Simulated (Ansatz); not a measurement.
## CsSnBr₃ at several levels of theory

One geometry, relaxed with PBE, and single points on it; plane waves with PAW potentials in Ansatz, scalar-relativistic unless the row names spin-orbit coupling. No spin polarisation. Meshes are on the primitive cell of 5 atoms. Gaps are the least over mesh and band path; pressure is positive in compression. Smearing is Gaussian, 0.02 eV.

```yaml
crystal:
  lattice:
    - [5.89529, 0.00000, 0.00000]
    - [0.00000, 5.89529, 0.00000]
    - [0.00000, 0.00000, 5.89529]
  atoms:
    - { symbol: Cs, position: [0.00000, 0.00000, 0.00000] }
    - { symbol: Sn, position: [0.50000, 0.50000, 0.50000] }
    - { symbol: Br, position: [0.50000, 0.00000, 0.50000] }
    - { symbol: Br, position: [0.50000, 0.50000, 0.00000] }
    - { symbol: Br, position: [0.00000, 0.50000, 0.50000] }
```

```json
{"level": "PBE", "cutoff (eV)": "420", "k mesh": "6×6×6", "gap (eV)": "0.65", "pressure (GPa)": "0.0", "rough cost with bands (core-min)": "0.4"}
```

Question: What do r2SCAN, PBE with spin-orbit coupling, PBEsol give on the same cell?

Answer:
```tsv
level	cutoff (eV)	k mesh	gap (eV)	pressure (GPa)	rough cost with bands (core-min)
r2SCAN	500	6×6×6	0.83	-0.7	0.5
PBE with spin-orbit coupling	420	6×6×6	0.29	0.0	0.7
PBEsol	420	6×6×6	0.57	-1.3	0.4
```

Spin-orbit coupling is left out except in a row that names it, which matters for the bands of heavy elements.

Symmetry holds off the tilts and polar distortions that many cubic perovskites undergo.